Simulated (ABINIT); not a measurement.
HgSe:

```xyz
2
Lattice="0.0000 3.0390 3.0390 3.0390 0.0000 3.0390 3.0390 3.0390 0.0000" Properties=species:S:1:pos:R:3 pbc="T T T"
Hg    0.0000    0.0000    0.0000
Se    4.5585    4.5585    4.5585
```

Base run:

- Program: ABINIT 10.8.3 (patched build)
- Functional: BLYP
- Potentials or basis: JTH PAW PBE v2.0
- Cutoff: 544 eV
- k mesh: 8 × 8 × 8
- Occupations: fermi-dirac, width 0.05 eV
- Spin: no spin polarisation

Its results: band gap on the k mesh none (metal or under the smearing width); pressure 8.5 GPa.

The run is repeated on the same cell with these changes: functional from BLYP to BP86. What comes out?

Band gap on the k mesh none (metal or under the smearing width); pressure 5.1 GPa.

Caveats: the PAW data sets were made with another functional, which shifts forces and pressure a little; spin-orbit coupling is left out, which moves the levels of the heavy elements.
